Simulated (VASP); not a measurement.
Here is a VASP 6.6.1 calculation.

File INCAR:

```
SYSTEM = AlN
PREC     = Accurate       ! precision mode
ENCUT    = 520            ! plane-wave cutoff, eV
EDIFF    = 1E-6           ! SCF threshold, eV
ISMEAR   = 0              ! smearing method
SIGMA    = 0.05           ! smearing width, eV
LREAL    = .False.        ! projectors in reciprocal space
LASPH    = .True.         ! aspherical terms in the spheres
NELM     = 80             ! most SCF steps
ALGO     = Fast           ! electronic algorithm
ISIF     = 2              ! what is computed and relaxed
LWAVE    = .False.        ! write WAVECAR
LCHARG   = .False.        ! write CHGCAR
GGA      = PS             ! functional
NBANDS   = 36             ! bands
```

The input KPOINTS:

```
regular mesh
0
Gamma
  1 1 6
  0 0 0
```

POSCAR

```
AlN
1.0
   16.8000000000      0.0000000000      0.0000000000
    0.0000000000      9.3000000000      0.0000000000
    0.0000000000      0.0000000000      5.4257648366
Al N
6 6
Direct
    0.7124814035      0.5000000000      0.3718529395
    0.5428477365      0.5000000000      0.3241172829
    0.6440459435      0.5000000000      0.8200285626
    0.3559540565      0.5000000000      0.3200285626
    0.4571522635      0.5000000000      0.8241172829
    0.2875185965      0.5000000000      0.8718529395
    0.6357655443      0.5000000000      0.1518170621
    0.7392883026      0.5000000000      0.6766425986
    0.4511473516      0.5000000000      0.1555415542
    0.5488526484      0.5000000000      0.6555415542
    0.2607116974      0.5000000000      0.1766425986
    0.3642344557      0.5000000000      0.6518170621
```

Potentials or basis: VASP PAW PBE potentials, release 64 (Al, N).

Command:

```bash
$ cat potpaw_PBE.64/Al/POTCAR potpaw_PBE.64/N/POTCAR > POTCAR
$ mpirun -np 1 vasp_std > vasp.out
```

Q: Estimate the largest force.

A: 0.080 eV/Å.

Q: What does it give for the band gap on the k mesh?

A: 1.87 eV, direct.

Forces on the atoms (eV/Å):
```
Al   0.012  0.000 -0.052
Al   0.002  0.000 -0.003
Al  -0.024  0.000  0.017
Al   0.024  0.000  0.017
Al  -0.002  0.000 -0.003
Al  -0.012  0.000 -0.052
N   -0.011  0.000 -0.027
N    0.057  0.000  0.056
N   -0.022  0.000  0.009
N    0.022  0.000  0.009
N   -0.057  0.000  0.056
N    0.011  0.000 -0.027
```

Caveat: the PAW data sets were made with another functional, which shifts forces and pressure a little. A hybrid or GW would open this gap; PBEsol tends to underestimate it.
